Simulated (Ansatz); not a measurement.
# Pb: the cost of one run

Method: DFT PBE, scalar-relativistic, plane waves, PAW, in Ansatz 0.2.0.

### Step 1. The structure to begin with

Symmetry: Fd-3m, No. 227, cubic system. The conventional cell has a = 6.572 Å, b = 6.572 Å, c = 6.572 Å, α = 90.00°, β = 90.00°, γ = 90.00°. Pb (site symmetry -43m) is surrounded by 4 Pb at 2.85 Å.

Coordinates:

```
Pb
1.0
     0.00000    3.28587    3.28587
     3.28587    0.00000    3.28587
     3.28587    3.28587    0.00000
Pb
2
Direct
  0.50000 0.50000 0.50000
  0.75000 0.75000 0.75000
```

This is candidate A: diamond type (Fd-3m, No. 227).

(A quick probe on a coarse mesh, which set the mesh and smearing, is not shown.)

### Step 3. Coarse relaxation (candidate A)

input.yaml reads:

```yaml
crystal:
  lattice:
    - [0.0, 3.2858725824, 3.2858725824]
    - [3.2858725824, 0.0, 3.2858725824]
    - [3.2858725824, 3.2858725824, 0.0]
  atoms:
    - { symbol: Pb, position: [0.5, 0.5, 0.5] }
    - { symbol: Pb, position: [0.75, 0.75, 0.75] }
basis:
  ecutwfc: 420
kpoints:
  mp_grid: { grid: [4, 4, 4] }
hamiltonian:
  xc: pbe
scf:
  occupations: { method: gaussian, width: 0.1 }
  lower_state_search: "off"
output:
  forces: true
  stress: true
  eigenvalues: true
relax:
  adjacent_minimum: "off"
  f_tol: 0.04
  max_steps: 70
  cell: { stress_tol: 0.4 }
```

What time and memory should one allow on 1 thread of an x86-64 CPU, shared host?

About 7.8 s, with a peak of 0.39 GiB.
